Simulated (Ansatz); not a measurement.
**GaN (P6_3mc): response to moved atoms and strain**

How does GaN (P6_3mc) push back when it is distorted? Each run changes the relaxed cell in one way.

The COD entry's cell or inner coordinates are ideal or old and differ from later refinements, so a difference from it is no clean test against experiment.

Method: DFT PBEsol, scalar-relativistic, plane waves, PAW, in Ansatz 0.2.0.

1 further run of the same task is left out (it didn't finish).

### 1 Starting point

The structure is hexagonal, space group P6_3mc (No. 186). The conventional cell has a = 3.183 Å, b = 3.183 Å, c = 5.185 Å, α = 90.00°, β = 90.00°, γ = 120.00°. Ga (site symmetry 3m) has 4 N at 1.95 Å as nearest neighbours. N (site symmetry 3m) is surrounded by 4 Ga at 1.95 Å.

Structure file:

```cif
data_structure
_symmetry_space_group_name_H-M 'P6_3mc'
_symmetry_Int_Tables_number 186
_cell_length_a 3.1827
_cell_length_b 3.1827
_cell_length_c 5.1854
_cell_angle_alpha 90.000
_cell_angle_beta 90.000
_cell_angle_gamma 120.000
_cell_volume 45.49
loop_
_atom_site_label
_atom_site_type_symbol
_atom_site_symmetry_multiplicity
_atom_site_Wyckoff_symbol
_atom_site_fract_x
_atom_site_fract_y
_atom_site_fract_z
_atom_site_occupancy
Ga1 Ga 2 b 0.33333 0.66667 0.99919 1
N1 N 2 b 0.33333 0.66667 0.37581 1
```

An earlier run at PBEsol left this cell at 11.372 Å³/atom and -0.02 GPa (12×12×6 mesh).

The changes: atom 4 (N) moved 0.05 Å along z; strain e1 = -0.01, atoms carried along.

### 2 Atom 4 (N) moved 0.05 Å along z

Contents of input.yaml:

```yaml
crystal:
  lattice:
    - [3.1827399379, 1.0e-10, 0.0]
    - [-1.591369969, 2.7563336398, 0.0]
    - [0.0, 0.0, 5.185406482]
  atoms:
    - { symbol: Ga, position: [0.3333333333, 0.6666666667, -0.0008066015] }
    - { symbol: Ga, position: [0.6666666667, 0.3333333333, 0.4991933985] }
    - { symbol: "N", position: [0.3333333333, 0.6666666667, 0.3758066015] }
    - { symbol: "N", position: [0.6666666667, 0.3333333333, 0.8854490471] }
basis:
  ecutwfc: 420
  ecutrho_ratio: 4
kpoints:
  mp_grid: { grid: [12, 12, 6] }
hamiltonian:
  xc: pbesol
scf:
  occupations: { method: gaussian, width: 0.05 }
output:
  forces: true
  stress: true
  eigenvalues: true
```

The program printed, shortened:

```text
Warning: RAYON_NUM_THREADS=4 ignored (pool sized by the plan → 4); use --threads N
[...]
Pseudopotentials: kind: paw
Pseudopotential: Ga, paw, valence charge 13, recommended cutoff 420 eV (normal), Ga.paw.azcp
Pseudopotential: N, paw, valence charge 5, recommended cutoff 420 eV (normal), N.paw.azcp
Functional definition: PBEsol
[...]
Crystal: 4 atoms, lattice volume = 45.490 Å³
Basis set: ecut = 420 eV, 893 PW (Γ), exchange–correlation on 48×48×72 points (8 copies of the dense FFT grid, shifted against one another)
Bands: 22, of which v1, the nominal top of the filled ones, is band 18 counted from 1 (17 counted from 0)
Symmetry: 6 space group operations
Space group: P3m1 (ITA 156), of the structure as read, at distance tolerance 3.6e-5 Å
k-points: 100 of 864 (time reversal used)
[...]
SCF iter   1: F=—  HF=-8245.693418 eV  |F-HF|=—  |Δ(HF+E_count)|=         —  Δρ=1.26e-2  dr2=7.06e-2  ethr=1.77e-3  ⟨swp⟩=5.0  Hψ=8790  notcnv=0
[...]
SCF iter   7: F=-8245.673389 eV  HF=-8245.673389 eV  |F-HF|=7.74e-9  |Δ(HF+E_count)|=   8.84e-8  Δρ=6.50e-6  dr2=1.96e-8  ethr=2.78e-10  ⟨swp⟩=4.0  Hψ=7816  notcnv=0
[...]
SCF converged after 7 iterations
Free energy (F): -8245.673389 eV
[...]
E sigma→0 (E₀):  -8245.673389 eV
Fermi energy:    10.563371 eV
[...]
--- Forces (eV/Å), atoms counted from 1 ---
  atom   1  Ga     0.00000000    -0.00000000     0.22797857
  atom   2  Ga     0.00000000     0.00000000     0.27921158
  atom   3  N      0.00000000    -0.00000000     0.29811389
  atom   4  N     -0.00000000     0.00000000    -0.80531742
[...]
--- Stress (GPa, compression-positive) ---
        0.953039      -0.000000       0.000000
       -0.000000       0.953039      -0.000000
        0.000000      -0.000000      -1.412218
  P = ⅓ Tr σ = 0.1646 GPa (1.646 kbar)
--- Band table (eV; the first three rows and the last of 100) ---
  k-point 0: bands = ["-6.3927", "-5.4718", "-3.8581", "-3.8581", "-3.8527", "-3.7890", "-3.7890", "-3.5982", "-3.5982", "-3.4847", "-3.4847", "-2.2220", "2.5455", "8.5723", "8.5723", "9.5979", "9.5979", "9.6282", "11.4985", "13.7846", "18.7012", "19.4344"]
[...]
```

It took 3.8 s on 4 threads of an Arm CPU, shared host; peak memory 0.41 GiB.

Read off: volume 11.372 Å³/atom, pressure 0.16 GPa, mesh gap 1.87 eV.

Forces on the atoms, as numbers:

```tsv
atom	x (eV/Å)	y (eV/Å)	z (eV/Å)
Ga1	0.000	0.000	0.228
Ga2	0.000	0.000	0.279
N3	0.000	0.000	0.298
N4	0.000	0.000	-0.805
```

### 3 Strain e1 = -0.01, atoms carried along

Changes to input.yaml since step 2:

```diff
@@ -2,4 +2,4 @@
   lattice:
-    - [3.1827399379, 1.0e-10, 0.0]
-    - [-1.591369969, 2.7563336398, 0.0]
+    - [3.1509125385, 1.0e-10, 0.0]
+    - [-1.5754562693, 2.7563336398, 0.0]
     - [0.0, 0.0, 5.185406482]
@@ -9,3 +9,3 @@
     - { symbol: "N", position: [0.3333333333, 0.6666666667, 0.3758066015] }
-    - { symbol: "N", position: [0.6666666667, 0.3333333333, 0.8854490471] }
+    - { symbol: "N", position: [0.6666666667, 0.3333333333, 0.8758066015] }
 basis:
```

The program printed:

```text
Warning: RAYON_NUM_THREADS=4 ignored (pool sized by the plan → 4); use --threads N
Engine: ansatz 0.2.0, aarch64-unknown-linux-gnu
Pseudopotentials: kind: paw
Pseudopotential: Ga, paw, valence charge 13, recommended cutoff 420 eV (normal), Ga.paw.azcp
Pseudopotential: N, paw, valence charge 5, recommended cutoff 420 eV (normal), N.paw.azcp
Functional definition: PBEsol
  exchange = pbesol_x
  correlation = pbesol_c
Crystal: 4 atoms, lattice volume = 45.035 Å³
Basis set: ecut = 420 eV, 885 PW (Γ), exchange–correlation on 48×48×72 points (8 copies of the dense FFT grid, shifted against one another)
Bands: 22, of which v1, the nominal top of the filled ones, is band 18 counted from 1 (17 counted from 0)
Symmetry: 4 space group operations
Space group: Cmc21 (ITA 36), of the structure as read, at distance tolerance 3.6e-5 Å
k-points: 172 of 864 (time reversal used)
Non-local potential: Ga, projectors of the file, l = 0: 2, l = 1: 2, l = 2: 3, l = 3: 1
Non-local potential: N, projectors of the file, l = 0: 2, l = 1: 2, l = 2: 1
PAW form: soft (Blöchl's): semilocal exchange-correlation on the pseudo side does not see the compensation charge
PAW frozen core: Ga, regenerated for the run's functional, and the local potential with it (the file was generated under x = pbe(κ = 0.804, μ = 0.2195149727645171), c = pbe(β = 0.06672455060314922))
PAW frozen core: N, regenerated for the run's functional, and the local potential with it (the file was generated under x = pbe(κ = 0.804, μ = 0.2195149727645171), c = pbe(β = 0.06672455060314922))
PAW one-centre angular grid: Ga, 590 points (default); XC on 64 Gauss nodes
PAW one-centre angular grid: N, 110 points (default); XC on 64 Gauss nodes
Initial density: superposition of atomic densities (neutral atoms: chi_scale 0, normalization atom), corrected by the library's trained network
Initial wavefunctions: pseudopotential atomic-orbital guess
Functional: x = pbesol(κ = 0.804, μ = 0.12345679012345678), c = pbesol(β = 0.046)
SCF iter   1: F=—  HF=-8245.708325 eV  |F-HF|=—  |Δ(HF+E_count)|=         —  Δρ=1.27e-2  dr2=7.00e-2  ethr=1.77e-3  ⟨swp⟩=5.0  Hψ=15041  notcnv=0
preconditioner: auto → Resta (q_TF=auto, 2.628 Å⁻¹)  ε∞=5.0  [insulator: Δε(μ)=1.810 eV  Ē_g=16.569 eV  σ=0.050 eV  W_gap=1.00  n_scr=22 (ndim 8)  ℏωp=33.2 eV  f_vac=0.008  D(μ)=0.00/eV (n_scr^D=0)  ε∞_Penn≈5.0]
SCF iter   2: F=—  HF=-8245.688542 eV  |F-HF|=—  |Δ(HF+E_count)|=   1.98e-2  Δρ=1.92e-3  dr2=1.69e-3  ethr=1.94e-4  ⟨swp⟩=2.1  Hψ=6530  notcnv=0
SCF iter   3: F=—  HF=-8245.688334 eV  |F-HF|=—  |Δ(HF+E_count)|=   2.08e-4  Δρ=8.89e-4  dr2=2.62e-4  ethr=4.71e-6  ⟨swp⟩=2.1  Hψ=4864  notcnv=0
SCF iter   4: F=—  HF=-8245.688353 eV  |F-HF|=—  |Δ(HF+E_count)|=   1.90e-5  Δρ=1.46e-4  dr2=1.09e-5  ethr=7.27e-7  ⟨swp⟩=2.0  Hψ=6880  notcnv=0
SCF iter   5: F=—  HF=-8245.688333 eV  |F-HF|=—  |Δ(HF+E_count)|=   1.99e-5  Δρ=1.04e-4  dr2=3.01e-6  ethr=3.03e-8  ⟨swp⟩=2.0  Hψ=6863  notcnv=0
SCF iter   6: F=—  HF=-8245.688335 eV  |F-HF|=—  |Δ(HF+E_count)|=   1.61e-6  Δρ=2.27e-5  dr2=1.59e-7  ethr=8.35e-9  ⟨swp⟩=2.3  Hψ=6479  notcnv=0
SCF iter   7: F=-8245.688335 eV  HF=-8245.688335 eV  |F-HF|=5.05e-9  |Δ(HF+E_count)|=   9.86e-8  Δρ=3.09e-6  dr2=4.44e-9  ethr=2.78e-10  ⟨swp⟩=4.0  Hψ=13635  notcnv=0
SCF 1 converged in 7 iterations: F = -8245.688335 eV  dr2 = 4.44e-9
SCF converged after 7 iterations
Free energy (F): -8245.688335 eV
Harris-Foulkes:  -8245.688335 eV  (|F-HF|=5.05e-9)
Internal energy: -8245.688335 eV  (E = F + TS)
E sigma→0 (E₀):  -8245.688335 eV
Fermi energy:    10.756772 eV
--- Per-component energies (eV) ---
  E_band       = -8.282243
  E_kinetic    = 494.384902
  E_local      = -3881.578195  (includes V_loc(G=0)·N_el)
  E_nonlocal   = 951.123300
  E_hartree    = 1785.102549
  E_xc         = -255.739037
  E_vxc        = -268.194763  (∫ρ·V_xc dr)
  E_paw        = -4151.994810  (= ΣΔE_a)
  E_vpaw       = -874.223261  (= ΣTr[D̂ρ^β])
  E_aug_tail   = 0.000057  (compensation charges beyond the density's cutoff)
  E_ewald      = -3188.769255
  E_core_change = 1.782153  (= ΣΔE_core)
  E_smearing   = -0.000000  (= −TS)
  E_closure    = -0.000000  (closes the sum)
  Σ components = -8245.688335   (vs F -8245.688335, Δ=0.00e0)
--- Forces (eV/Å), atoms counted from 1 ---
  atom   1  Ga    -0.00000000     0.08518409     0.05567002
  atom   2  Ga     0.00000000    -0.08518409     0.05567002
  atom   3  N     -0.00000000     0.09876465    -0.05567415
  atom   4  N      0.00000000    -0.09876465    -0.05567415
  max |Σ_I F_I| component: 8.27e-6 eV/Å
--- Stress (GPa, compression-positive) ---
        4.189933       0.000000      -0.000000
        0.000000       1.012243      -0.000000
       -0.000000      -0.000000       0.627662
  P = ⅓ Tr σ = 1.9433 GPa (19.433 kbar)
--- Band table (eV; the first three rows and the last of 172) ---
  k-point 0: bands = ["-6.3208", "-5.3602", "-3.7187", "-3.7060", "-3.7022", "-3.6438", "-3.6391", "-3.4368", "-3.4365", "-3.3363", "-3.3356", "-2.0912", "2.5477", "8.7167", "8.7634", "9.7199", "9.7600", "9.8048", "11.7087", "14.0875", "18.9011", "19.6195"]
  k-point 1: bands = ["-6.2379", "-5.3943", "-3.7046", "-3.7006", "-3.6969", "-3.6503", "-3.6457", "-3.4275", "-3.4273", "-3.3408", "-3.3401", "-2.3819", "3.0702", "8.7814", "8.8299", "8.9016", "9.6872", "9.7321", "12.3944", "14.1391", "18.7107", "19.6499"]
  k-point 2: bands = ["-6.0163", "-5.5139", "-3.6983", "-3.6941", "-3.6672", "-3.6622", "-3.6051", "-3.4044", "-3.4043", "-3.3547", "-3.3540", "-2.9347", "4.3116", "7.4386", "8.9679", "9.0141", "9.4894", "9.5350", "13.3964", "14.2193", "18.3134", "18.7272"]
  k-point 171: bands = ["-5.2117", "-5.2117", "-3.6001", "-3.6001", "-3.5518", "-3.5518", "-3.4568", "-3.4568", "-3.3554", "-3.3554", "-1.9502", "-1.9502", "3.7279", "3.7279", "6.2840", "6.2840", "8.0725", "8.0725", "15.5465", "15.5465", "17.7029", "17.7029"]
```

It took 6.1 s on 4 threads of an Arm CPU, shared host; peak memory 0.47 GiB.

In short: volume 11.259 Å³/atom, pressure 1.94 GPa, mesh gap 1.90 eV.

Forces on the atoms, as numbers:

```tsv
atom	x (eV/Å)	y (eV/Å)	z (eV/Å)
Ga1	0.000	0.085	0.056
Ga2	0.000	-0.085	0.056
N3	0.000	0.099	-0.056
N4	0.000	-0.099	-0.056
```

### 4 The distortions side by side

| change | change of free energy (meV/atom) | largest force (eV/Å) | largest change of stress (GPa) |
| --- | --- | --- | --- |
| atom 4 (N) moved 0.05 Å along z | 5.19 | 0.805 | 1.41 |
| strain e1 = -0.01, atoms carried along | 1.45 | 0.113 | 4.21 |

Moving atom 4 by 0.05 Å meets a restoring force of 0.806 eV/Å along the move, a force constant of about 16.1 eV/Å². The strain e1 = -0.01 changes that stress component by +4.21 GPa (compression positive), a ratio of 421 GPa; that is a secant over a finite strain with the atoms carried along, not the elastic constant. No change lowers the energy by more than 0.5 meV/atom; other distortions weren't tried.
